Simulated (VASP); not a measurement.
Input of a VASP 6.6.1 run:

The input INCAR:

```
SYSTEM = ZnSe
PREC = Accurate
ENCUT = 600
EDIFF = 1E-6
ISMEAR = 0
SIGMA = 0.03
LREAL = .FALSE.
LASPH = .TRUE.
NELM = 80
ALGO = Normal
ISIF = 3
LWAVE = .FALSE.
LCHARG = .FALSE.
METAGGA = R2SCAN
LMIXTAU = .TRUE.
IBRION = 2
NSW = 90
EDIFFG = -0.01
```

File KPOINTS:

```
regular mesh
0
G
  8 8 8
  0 0 0
```

File POSCAR:

```
ZnSe
1.0
    0.0000000000      2.8338000000      2.8338000000
    2.8338000000      0.0000000000      2.8338000000
    2.8338000000      2.8338000000      0.0000000000
Zn Se
1 1
Direct
    0.0000000000      0.0000000000      0.0000000000
    0.2500000000      0.2500000000      0.2500000000
```

Potentials or basis: VASP PAW PBE potentials, release 64 (Zn, Se).

The run is started by

```console
$ cat potpaw_PBE.64/Zn/POTCAR potpaw_PBE.64/Se/POTCAR > POTCAR
$ mpirun -np 1 vasp_std > vasp.out
```

(1) Predict the band gap on the k mesh.

Answers

(1) 1.87 eV, direct.

Caveat: the relaxation stopped at its first step, so nothing moved.
